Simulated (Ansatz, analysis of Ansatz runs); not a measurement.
**MgH2(010): segregation of V_H**

Question: does neutral V_H prefer the (010) surface of MgH2 or the inside, and by how much? The same defect is put at one site in each of several layers from the top towards the middle of one slab. Model: a cell of 96 host atoms with 1 H taken out.

Method: plane-wave PAW DFT, PBE and HSE06; a slab with vacuum, neutral defects, in Ansatz 0.2.0.

Most raw output is cut from this account.

In doubt: a hybrid run on one k-point (step 6), which bears on gaps, levels and energies.

## (1) Set-up

The cell holds 95 atoms: 32 Mg and 63 H. Cell: a = 8.958 Å, b = 10.785 Å, c = 22.000 Å, α = 90.0°, β = 90.0°, γ = 90.0°. It derives from MgH2 (space group Pbcn), repeated 2×2×1. Vacuum lies along c. Nearest the centre at fractional (0.601, 0.472, 0.707): Mg6 at 1.84 Å, Mg78 at 1.88 Å, H69 at 2.73 Å, H93 at 2.73 Å, H95 at 2.74 Å, H65 at 2.75 Å, H17 at 2.75 Å, H66 at 3.12 Å.

The cell's shortest repeat is 9.0 Å.

## (2) The clean slab

The slab is cut stoichiometric, symmetric and without a dipole, at the in-plane lattice of the database's bulk structure, and all its atoms relax. Miller indices refer to pymatgen's conventional standard cell, whose axes can be ordered otherwise than in the space-group symbol.

slab/input.yaml

```yaml
crystal:
  lattice:
    - [4.479072, 0.0, 0.0]
    - [0.0, 5.392622, 0.0]
    - [0.0, 0.0, 22.0]
  atoms:
    - { symbol: Mg, position: [0.5, 0.8315276, 0.3331078] }
    - { symbol: Mg, position: [1.0, 0.6684724, 0.4443693] }
    - { symbol: Mg, position: [0.5, 0.1684724, 0.4443693] }
    - { symbol: Mg, position: [1.0, 0.3315276, 0.3331078] }
    - { symbol: Mg, position: [0.5, 0.8315276, 0.5556307] }
    - { symbol: Mg, position: [1.0, 0.6684724, 0.6668922] }
    - { symbol: Mg, position: [0.5, 0.1684724, 0.6668922] }
    - { symbol: Mg, position: [1.0, 0.3315276, 0.5556307] }
    - { symbol: H, position: [0.7276925, 0.8910687, 0.4065821] }
    - { symbol: H, position: [0.2276925, 0.6089313, 0.370895] }
    - { symbol: H, position: [0.7723075, 0.6089313, 0.2953207] }
    - { symbol: H, position: [0.2723075, 0.8910687, 0.4821564] }
    - { symbol: H, position: [0.7276925, 0.1089313, 0.2953207] }
    - { symbol: H, position: [0.2276925, 0.3910687, 0.4821564] }
    - { symbol: H, position: [0.7723075, 0.3910687, 0.4065821] }
    - { symbol: H, position: [0.2723075, 0.1089313, 0.370895] }
    - { symbol: H, position: [0.7276925, 0.8910687, 0.629105] }
    - { symbol: H, position: [0.2276925, 0.6089313, 0.5934179] }
    - { symbol: H, position: [0.7723075, 0.6089313, 0.5178436] }
    - { symbol: H, position: [0.2723075, 0.8910687, 0.7046793] }
    - { symbol: H, position: [0.7276925, 0.1089313, 0.5178436] }
    - { symbol: H, position: [0.2276925, 0.3910687, 0.7046793] }
    - { symbol: H, position: [0.7723075, 0.3910687, 0.629105] }
    - { symbol: H, position: [0.2723075, 0.1089313, 0.5934179] }
basis:
  ecutwfc: 420
  xc_grid: 2
hamiltonian:
  xc: pbe
  pseudopotentials: { kind: paw, azcp: { folder: soft_1 } }
kpoints:
  mp_grid: { grid: [2, 2, 1] }
scf:
  occupations: { method: fermi_dirac, width: 0.01 }
  max_iter: 100
relax:
  f_tol: 0.01
  max_steps: 100
  random_displacement: { amplitude: 0.03, seed: 5135 }
output:
  forces: true
  eigenvalues: true
```

Command:

```
> ansatz run input.yaml --threads 32 --pin off --max-ram 84787MiB --backend cuda --events-out ev --progress --plain --runs-dir out --max-vram 78GiB
```

Elapsed: 3.1 s, on 1 × NVIDIA GB200 with 32 threads of Arm Neoverse V2, shared host; peak memory 1.2 GiB.

The steps of the relaxation:

| step | energy less that of the first step (eV) | largest force component (eV/Å) |
| --- | --- | --- |
| 1 | 0.0000 | 1.0667 |
| 2 | -0.5057 | 0.2381 |
| 3 | -0.6320 | 0.0732 |
| 4 | -0.6658 | 0.0789 |
| 5 | -0.6702 | 0.0344 |
| 6 | -0.6731 | 0.0047 |
| 7 | -0.6731 | 0.0046 |

The atoms that moved most (Å, from the sites as typed, ahead of the random displacement, the mean shift of all atoms taken out):

| atom | dx | dy | dz | length |
| --- | --- | --- | --- | --- |
| H20 | -0.318 | 0.285 | 0.064 | 0.432 |
| H13 | 0.318 | -0.285 | -0.064 | 0.432 |
| H11 | -0.317 | -0.285 | -0.064 | 0.431 |
| H22 | 0.317 | 0.285 | 0.064 | 0.431 |
| H17 | -0.121 | -0.097 | 0.178 | 0.236 |
| H16 | 0.121 | 0.096 | -0.178 | 0.235 |
| H23 | 0.120 | -0.096 | 0.177 | 0.235 |
| H10 | -0.120 | 0.096 | -0.177 | 0.235 |

The relaxed structure:

```xyz
24
Lattice="4.4791 0.0000 0.0000 0.0000 5.3926 0.0000 0.0000 0.0000 22.0000" Properties=species:S:1:pos:R:3
Mg    2.4494    4.4704    7.2984
Mg    4.5161    3.5743    9.7524
Mg    2.2041    0.8779    9.7524
Mg    4.2718    1.7740    7.2987
Mg    2.2766    4.5215   12.2465
Mg    4.6885    3.6254   14.7006
Mg    2.0316    0.9290   14.7007
Mg    4.4434    1.8252   12.2466
H     3.2651    4.7796    8.9964
H     0.9005    3.3832    7.9817
H     3.1427    3.0018    6.4327
H     1.2289    4.7921   10.5907
H     3.5785    0.3056    6.4325
H     1.0123    2.0958   10.5907
H     3.4555    2.0832    8.9964
H     1.3413    0.6867    7.9816
H     3.1390    4.7118   14.0177
H     1.0250    3.3162   13.0022
H     3.4682    3.3035   11.4080
H     0.9023    5.0939   15.5666
H     3.2519    0.6071   11.4081
H     1.3381    2.3973   15.5663
H     3.5804    2.0160   14.0172
H     1.2157    0.6198   13.0023
```

With the common shift taken out, atoms move by up to 0.43 Å from the bulk-cut sites, and by up to 0.18 Å along the normal.

On a dense mesh the slab's energy differs by 9 meV an atom, so the sampling is kept; the layers are compared at one sampling, where most of this error should cancel, which was not tested.

## (3) Does the supercell reconstruct?

The clean supercell is relaxed from displaced atoms, since a reconstruction that only the larger cell allows would otherwise be counted to the defect.

pristine.relax/input.yaml

```yaml
crystal:
  lattice:
    - [8.958144, 0.0, 0.0]
    - [0.0, 10.785244, 0.0]
    - [0.0, 0.0, 22.0]
  atoms:
    - { symbol: Mg, position: [0.27342925, 0.41448777, 0.33174429] }
    - { symbol: Mg, position: [0.50413488, 0.33140749, 0.44329302] }
    - { symbol: Mg, position: [0.24604852, 0.08139961, 0.4432924] }
    - { symbol: Mg, position: [0.47686167, 0.16448481, 0.33175989] }
[... 86 atom lines left out ...]
    - { symbol: H, position: [0.88715872, 0.80629994, 0.51854552] }
    - { symbol: H, position: [0.60072839, 0.97230156, 0.70757306] }
    - { symbol: H, position: [0.86300528, 0.5562921, 0.51855103] }
    - { symbol: H, position: [0.64937408, 0.72227735, 0.70755984] }
    - { symbol: H, position: [0.89968276, 0.68692438, 0.63714713] }
    - { symbol: H, position: [0.63570635, 0.55746724, 0.59101557] }
basis:
  ecutwfc: 420
  xc_grid: 2
hamiltonian:
  xc: pbe
  pseudopotentials: { kind: paw, azcp: { folder: soft_1 } }
kpoints:
  mp_grid: { grid: [1, 1, 1] }
scf:
  occupations: { method: fermi_dirac, width: 0.01 }
  max_iter: 80
output:
  forces: true
relax:
  f_tol: 0.015
  max_steps: 80
  random_displacement: { amplitude: 0.05, seed: 5144 }
```

It took 2.6 s on 1 × NVIDIA GB200 with 32 threads; peak memory 1.2 GiB.

Atoms end at most 0.01 Å from the small cell's positions, so the small cell's structure is at least a local minimum.

## (4) The defect, layer by layer

Each layer's defect is relaxed from random displacements. Layer 1 is shown in full.

layer1_M1.relax/input.yaml

```yaml
crystal:
  lattice:
    - [8.958144, 0.0, 0.0]
    - [0.0, 10.785244, 0.0]
    - [0.0, 0.0, 22.0]
  atoms:
    - { symbol: Mg, position: [0.27366172, 0.41497183, 0.33180928] }
    - { symbol: Mg, position: [0.50410565, 0.33167554, 0.44343069] }
[... 2 atom lines left out ...]
    - { symbol: Mg, position: [0.25404596, 0.4190181, 0.55657637] }
    - { symbol: Mg, position: [0.52292107, 0.33553206, 0.66809298] }
    - { symbol: Mg, position: [0.22689767, 0.08551139, 0.66812329] }
    - { symbol: Mg, position: [0.49597331, 0.1690186, 0.55656685] }
[... 8 atom lines left out ...]
    - { symbol: H, position: [0.35011036, 0.43654994, 0.63713515] }
    - { symbol: H, position: [0.11405614, 0.30750549, 0.59086529] }
    - { symbol: H, position: [0.38680758, 0.30607136, 0.51848304] }
    - { symbol: H, position: [0.1000792, 0.47198201, 0.70735626] }
[... 1 atom line left out ...]
    - { symbol: H, position: [0.15002062, 0.22196559, 0.7074273] }
    - { symbol: H, position: [0.39956706, 0.18649572, 0.63695064] }
[... 6 atom lines left out ...]
    - { symbol: Mg, position: [0.52311141, 0.83544136, 0.66814125] }
    - { symbol: Mg, position: [0.22655877, 0.58570455, 0.66807207] }
    - { symbol: Mg, position: [0.49596413, 0.66904577, 0.55657535] }
[... 8 atom lines left out ...]
    - { symbol: H, position: [0.35023262, 0.93652449, 0.63708037] }
[... 1 atom line left out ...]
    - { symbol: H, position: [0.38685393, 0.8061005, 0.51853179] }
[... 1 atom line left out ...]
    - { symbol: H, position: [0.36330586, 0.55597622, 0.51848915] }
    - { symbol: H, position: [0.14945336, 0.72192161, 0.70748501] }
    - { symbol: H, position: [0.39962149, 0.68653328, 0.63709] }
    - { symbol: H, position: [0.13612722, 0.55762538, 0.59076018] }
[... 4 atom lines left out ...]
    - { symbol: Mg, position: [0.7540331, 0.41901605, 0.55657877] }
    - { symbol: Mg, position: [1.02321517, 0.33547395, 0.66813273] }
    - { symbol: Mg, position: [0.72657239, 0.08550219, 0.66812816] }
    - { symbol: Mg, position: [0.99608753, 0.16905821, 0.55659391] }
[... 3 atom lines left out ...]
    - { symbol: H, position: [0.63693767, 0.44466835, 0.48146777] }
[... 1 atom line left out ...]
    - { symbol: H, position: [0.61323246, 0.19458619, 0.48145876] }
[... 2 atom lines left out ...]
    - { symbol: H, position: [0.85032446, 0.4364309, 0.63701553] }
    - { symbol: H, position: [0.61409733, 0.30747053, 0.59088363] }
    - { symbol: H, position: [0.88690894, 0.30602106, 0.51848895] }
[... 1 atom line left out ...]
    - { symbol: H, position: [0.6488738, 0.22157422, 0.70745599] }
    - { symbol: H, position: [0.89978664, 0.18640923, 0.63721672] }
    - { symbol: H, position: [0.63588527, 0.05745738, 0.59087094] }
[... 2 atom lines left out ...]
    - { symbol: Mg, position: [0.74618073, 0.58167054, 0.44342817] }
[... 1 atom line left out ...]
    - { symbol: Mg, position: [0.7539493, 0.91898217, 0.5565908] }
    - { symbol: Mg, position: [1.02301281, 0.83560858, 0.66813423] }
    - { symbol: Mg, position: [0.726898, 0.58544217, 0.66807883] }
    - { symbol: Mg, position: [0.99603673, 0.6691033, 0.55654239] }
[... 5 atom lines left out ...]
    - { symbol: H, position: [0.61336126, 0.69471364, 0.48149586] }
[... 2 atom lines left out ...]
    - { symbol: H, position: [0.85012802, 0.93643319, 0.63713623] }
    - { symbol: H, position: [0.61405465, 0.80749578, 0.59090103] }
[... 1 atom line left out ...]
    - { symbol: H, position: [0.60030966, 0.97168278, 0.70747458] }
    - { symbol: H, position: [0.86318792, 0.55612613, 0.51855788] }
    - { symbol: H, position: [0.64971302, 0.72173915, 0.70737632] }
    - { symbol: H, position: [0.89989155, 0.68636709, 0.63705962] }
    - { symbol: H, position: [0.63581758, 0.55748965, 0.59086645] }
basis:
  ecutwfc: 420
  xc_grid: 2
hamiltonian:
  xc: pbe
  pseudopotentials: { kind: paw, azcp: { folder: soft_1 } }
kpoints:
  mp_grid: { grid: [1, 1, 1] }
magnetization:
  spin_polarized: true
  initial_magnetization: 1
  spin_locking: { lock_magnetization: hard }
scf:
  occupations: { method: fermi_dirac, width: 0.01 }
  max_iter: 100
output:
  forces: true
relax:
  f_tol: 0.03
  max_steps: 90
  random_displacement: { amplitude: 0.05, seed: 5136 }
```

Elapsed: 3.6 s, on 1 × NVIDIA GB200 with 32 threads; peak memory 1.3 GiB.

The steps of the relaxation:

| step | energy less that of the first step (eV) | largest force component (eV/Å) |
| --- | --- | --- |
| 1 | 0.0000 | 0.5750 |
| 2 | -0.1785 | 0.5135 |
| 3 | -0.6149 | 0.0568 |
| 4 | -0.6243 | 0.0226 |

The atoms that moved most (Å, from the sites as typed, ahead of the random displacement, the mean shift of all atoms taken out):

| atom | dx | dy | dz | length |
| --- | --- | --- | --- | --- |
| H93 | -0.055 | -0.078 | 0.025 | 0.099 |
| H69 | 0.056 | 0.046 | 0.015 | 0.074 |
| Mg78 | 0.054 | 0.021 | -0.034 | 0.067 |
| H65 | -0.015 | -0.011 | 0.041 | 0.045 |
| H95 | -0.027 | -0.015 | 0.022 | 0.037 |
| H23 | 0.025 | -0.011 | 0.022 | 0.035 |
| Mg6 | -0.021 | 0.008 | 0.026 | 0.035 |
| H66 | 0.002 | -0.019 | 0.024 | 0.030 |

Neighbours of the ideal centre at the end:

| atom | distance (Å) |
| --- | --- |
| Mg6 | 1.828 |
| Mg78 | 1.943 |
| H93 | 2.649 |
| H69 | 2.695 |
| H65 | 2.714 |
| H95 | 2.715 |
| H17 | 2.758 |
| H66 | 3.108 |

All relaxations:

| layer | depth (Å) | moment (μB) | outcome | structures computed | largest displacement from the input (Å) | time |
| --- | --- | --- | --- | --- | --- | --- |
| 1 | 0.00 | 1 | converged | 4 | 0.10 | 3.6 s |
| 2 | 1.55 | 1 | converged | 4 | 0.06 | 4.1 s |
| 3 | 2.57 | 1 | converged | 4 | 0.07 | 3.8 s |
| 4 | 4.16 | 1 | converged | 4 | 0.04 | 2.7 s |

The relaxation ends 6.6 meV an atom lower than the displaced start, with a largest force component of 0.023 eV/Å.

## (5) Energies and states

Single points on the relaxed structures give the energies, all at one sampling, and show where the defect's states lie.

layer1_M1.point.pbe/input.yaml

```yaml
crystal:
  lattice:
    - [8.958144, 0.0, 0.0]
    - [0.0, 10.785244, 0.0]
    - [0.0, 0.0, 22.0]
  atoms:
    - { symbol: Mg, position: [0.2731769, 0.41510288, 0.33151189] }
    - { symbol: Mg, position: [0.50386462, 0.33192881, 0.44342947] }
[... 3 atom lines left out ...]
    - { symbol: Mg, position: [0.52078508, 0.33639412, 0.66930405] }
[... 58 atom lines left out ...]
    - { symbol: H, position: [0.8489276, 0.43549902, 0.63891611] }
[... 3 atom lines left out ...]
    - { symbol: H, position: [0.65534525, 0.2259045, 0.70815416] }
[... 8 atom lines left out ...]
    - { symbol: Mg, position: [0.73315313, 0.58750154, 0.66656529] }
[... 14 atom lines left out ...]
    - { symbol: H, position: [0.6438434, 0.71459056, 0.70852598] }
[... 1 atom line left out ...]
    - { symbol: H, position: [0.63308281, 0.5562293, 0.59186609] }
basis:
  ecutwfc: 420
  xc_grid: 2
hamiltonian:
  xc: pbe
  pseudopotentials: { kind: paw, azcp: { folder: soft_1 } }
kpoints:
  mp_grid: { grid: [1, 1, 1] }
magnetization:
  spin_polarized: true
  initial_magnetization: 1
  spin_locking: { lock_magnetization: hard }
scf:
  occupations: { method: fermi_dirac, width: 0.01 }
  max_iter: 100
output:
  forces: true
  eigenvalues: true
  eigenstates: { localisation: true }
  populations: true
  write_density: true
  write_potential: true
  volumetric_format: npy
checkpoint:
  write: "../layer1_M1.point.pbe.run"
  compress: false
  write_wavefunctions: false
  write_every: 100000
```

Run time: 2.9 s. Hardware: 1 × NVIDIA GB200 with 32 threads; peak memory 1.5 GiB; 12 s of CPU time.

States next to the filling edge at the first k-point, on the run's own zero (eigenstates.tsv). The participation number counts the atoms that a state is spread over, of 95; bands count from 0.

| spin | band | energy (eV) | occupation | participation | largest share on | share |
| --- | --- | --- | --- | --- | --- | --- |
| down | 185 | -2.608 | 1.00 | 34.4 | H91 | 0.09 |
| down | 186 | -2.449 | 1.00 | 13.0 | H11 | 0.11 |
| down | 187 | -2.447 | 1.00 | 33.8 | H20 | 0.06 |
| down | 188 | -2.437 | 1.00 | 35.8 | H59 | 0.05 |
| down | 189 | -2.045 | 1.00 | 12.8 | H44 | 0.15 |
| down | 190 | -1.831 | 1.00 | 18.2 | H37 | 0.08 |
| down | 191 | 1.047 | 0.00 | 23.2 | Mg6 | 0.16 |
| down | 192 | 1.196 | 0.00 | 77.5 | Mg78 | 0.02 |
| down | 193 | 1.349 | 0.00 | 25.9 | Mg78 | 0.13 |
| down | 194 | 1.790 | 0.00 | 79.8 | H43 | 0.02 |
| down | 195 | 2.069 | 0.00 | 70.4 | H94 | 0.03 |
| up | 186 | -2.455 | 1.00 | 35.3 | H20 | 0.06 |
| up | 187 | -2.449 | 1.00 | 13.6 | H11 | 0.12 |
| up | 188 | -2.443 | 1.00 | 33.9 | H59 | 0.07 |
| up | 189 | -2.073 | 1.00 | 12.2 | H44 | 0.16 |
| up | 190 | -1.832 | 1.00 | 18.0 | H37 | 0.08 |
| up | 191 | 0.172 | 1.00 | 7.1 | Mg6 | 0.30 |
| up | 192 | 1.130 | 0.00 | 42.5 | Mg78 | 0.07 |
| up | 193 | 1.213 | 0.00 | 50.3 | Mg4 | 0.03 |
| up | 194 | 1.775 | 0.00 | 80.0 | Mg78 | 0.02 |
| up | 195 | 2.057 | 0.00 | 69.6 | Mg78 | 0.03 |
| up | 196 | 2.096 | 0.00 | 58.3 | Mg78 | 0.04 |

Under PBE, periodic cell with vacuum at the zone centre alone, the highest filled state is spin up, spread over 7 of 95 atoms, and the lowest empty one, 0.88 eV above it, is spin down, spread over 23 of 95 atoms.

The atoms' spheres hold 0.16 of the 1 μB, none over 0.03 μB.

Against the clean slab and H (H2 molecule):

| layer | depth (Å) | total moment (μB) | formation energy (eV) | against the deepest layer (eV) |
| --- | --- | --- | --- | --- |
| 1 | 0.00 | 1 | 1.14 | -0.14 |
| 2 | 1.55 | 1 | 1.23 | -0.06 |
| 3 | 2.57 | 1 | 1.27 | -0.02 |
| 4 | 4.16 | 1 | 1.29 | 0.00 |

## (6) The same structures under HSE06

HSE06 on the same structures tests whether the order of the layers belongs to the functional.

layer1_M1.point.hse06/input.yaml, as its differences from layer1_M1.point.pbe/input.yaml of step 5:

```diff
@@ -24,3 +24,3 @@
 hamiltonian:
-  xc: pbe
+  xc: hse06
   pseudopotentials: { kind: paw, azcp: { folder: soft_1 } }
@@ -34,3 +34,3 @@
   occupations: { method: fermi_dirac, width: 0.01 }
-  max_iter: 100
+  max_iter: 80
 output:
@@ -40,7 +40,4 @@
   populations: true
-  write_density: true
-  write_potential: true
-  volumetric_format: npy
 checkpoint:
-  write: "../layer1_M1.point.pbe.run"
+  write: "../layer1_M1.point.hse06.run"
   compress: false
```

Wall time 13 s (1 × NVIDIA GB200 with 32 threads); peak memory 1.9 GiB.

Against the clean slab; the energies still hold the atoms taken out or put in:

| layer | depth (Å) | total moment (μB) | energy over the clean slab (eV) | against the deepest layer (eV) |
| --- | --- | --- | --- | --- |
| 1 | 0.00 | 1 | 17.13 | -0.15 |
| 2 | 1.55 | 1 | 17.21 | -0.07 |
| 3 | 2.57 | 1 | 17.26 | -0.02 |
| 4 | 4.16 | 1 | 17.28 | 0.00 |

The highest layer obtained now stands −0.15 eV from the deepest, against −0.14 eV before.

## (7) What came out

```json
{"highest less deepest of the layers obtained (PBE)": "-0.14 eV", "layer of the lowest energy (PBE)": "1", "highest less deepest of the layers obtained (HSE06)": "-0.15 eV", "layer of the lowest energy (HSE06)": "1"}
```

Under PBE V_H is 0.14 eV lower in layer 1 than in layer 4, 4.2 Å down, so it segregates to the surface. At 600 K the Boltzmann factor between the best layer and the deepest is about 15 a site, entropy of vibration left out. The two deepest layers differ by 0.02 eV, so the energy levels off towards the middle. The functionals give the same layer as lowest. The clean slab's gap at this sampling is 3.01 eV. Limits: neutral states alone; one site a layer, which need not be the same crystallographic site in every layer, at most four layers; one defect on one side of the slab, 9.0 Å from its images and with no dipole correction; the deepest layer of so thin a slab is not yet bulk, and the thickness was not varied; the in-plane lattice is the database's, not relaxed here; no adsorbates, no temperature.

[Logs are printed without paths, hosts, clocks, repeated set-up lines and the standing remarks that a program may print on its own settings, such as how far it seeks lower states.]

[Hosts, paths, dates, database ids (printed as entryN), source tags and the programs' standing remarks are cut or masked in the printed files.]

[Maps of the electrostatic potential energy from Ansatz leave out the sawtooth potential of an applied field or a dipole correction, so their vacuum need not be flat.]
